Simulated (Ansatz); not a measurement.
**CaO (wurtzite): gap against strain (epitaxial in the xy plane)**

CaO built on the wurtzite prototype (it has left that coordination), relaxed with r2SCAN in the PAW code Ansatz, then strained (epitaxial in the xy plane; changes of length per length, axes as in the cell below) with the atoms relaxed again within the symmetry that is left. It is hexagonal, P6_3/mmc (No. 194); a = 3.981 Å, c = 4.770 Å in the conventional setting, 16.37 Å³ an atom. Ca is surrounded by 5 O at 2.30–2.39 Å; O is surrounded by 5 Ca at 2.30–2.39 Å. The cell started from the wurtzite prototype, but the relaxation took it to the higher symmetry P6_3/mmc (No. 194), so the name no longer describes it. All values are calculated for a non-magnetic cell, which may be hypothetical.

```xyz
4
Lattice="3.9808 0.0000 0.0000 -1.9904 3.4475 0.0000 0.0000 0.0000 4.7704" Properties=species:S:1:pos:R:3 pbc="T T T"
Ca    0.0000    2.2983   -0.2982
Ca    1.9904    1.1492    2.0871
O     0.0000    2.2983    2.0871
O     1.9904    1.1492    4.4723
```

Gaps are the least over each mesh (PBE 12×12×6, r2SCAN 12×12×6, HSE06 6×6×4 when unstrained) and the special points, which keep their unstrained names; stress is the change from the unstrained cell, compression positive.

```
strain (%)  free normal strain (%)  gap, PBE (eV)  gap, r2SCAN (eV)  gap, HSE06 (eV)  edges, HSE06  in-plane stress, r2SCAN (GPa)  energy rise, r2SCAN (meV/atom)
      -0.5                   +0.25          3.255             3.684            4.628             Γ                          +1.01                             0.5
       0.0                    0.00          3.206             3.633            4.579             Γ                           0.00                             0.0
      +0.5                   -0.25          3.157             3.582            4.530             Γ                          -0.95                             0.5
      +1.0                   -0.48          3.109             3.531            4.481             Γ                          -1.84                             1.9
```

Between zero and the nearest strains the slope of the HSE06 gap against strain is -0.098 eV per percent for negative and -0.097 for positive strain.

The meshes of the hybrids are coarse, so their gaps aren't converged to the digits shown.
